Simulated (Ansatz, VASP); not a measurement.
## Two plane-wave programs on LiF

INCAR

```
SYSTEM = LiF
ALGO = Normal ; EDIFF = 1E-7
ENCUT = 520 ; GGA = PE
ISIF = 2 ; ISMEAR = -1
LASPH = .True. ; LCHARG = .False.
LREAL = .False. ; LWAVE = .False.
NBANDS = 12 ; NELM = 80
PREC = Accurate ; SIGMA = 0.05
```

KPOINTS

```
k-points
0
Gamma
  10 10 10
  0 0 0
```

Contents of POSCAR:

```
LiF
1.0
    2.6097326662      0.0000000000      0.0000000000
    0.0000000000      2.6097326662      0.0000000000
    0.0000000000      0.0000000000      2.6097326662
F Li
1 1
Direct
    0.5000000000      0.5000000000      0.5000000000
    0.0000000000      0.0000000000      0.0000000000
```

Contents of input.yaml:

```yaml
crystal:
  lattice:
    - [2.6097326662, 0.0, 0.0]
    - [0.0, 2.6097326662, 0.0]
    - [0.0, 0.0, 2.6097326662]
  atoms:
    - { symbol: F, position: [0.5, 0.5, 0.5] }
    - { symbol: Li, position: [0.0, 0.0, 0.0] }
hamiltonian:
  xc: pbe
  pseudopotentials: { kind: paw }
kpoints:
  mp_grid: { grid: [10, 10, 10] }
scf:
  occupations: { method: fermi_dirac, width: 0.05 }
output:
  forces: true
  stress: true
  eigenvalues: true
  write_density: true
  write_potential: true
  elf: true
  volumetric_format: npy
```

Change from the starting cell: volume scaled by 1.06.

Alike in both runs: task single point; functional PBE; k mesh 10 × 10 × 10; occupations fermi-dirac, width 0.05 eV; no spin polarisation.

|  | VASP | Ansatz |
| --- | --- | --- |
| version | VASP 6.6.1 | Ansatz 0.2.0 |
| potentials or method | VASP PAW PBE potentials, release 64 (F, Li_sv) | Ansatz PAW |
| plane-wave cutoff (eV) | 520 | 420 |
| valence electrons in the cell | 10 | 10 |

|  | VASP | Ansatz | Ansatz less VASP |
| --- | --- | --- | --- |
| gap on the k mesh at the Fermi level (eV) | 7.06 | 7.05 | -0.007 |
| least direct gap on the mesh (eV) | 7.67 | 7.66 | -0.009 |

 A k mesh can miss the band edges.
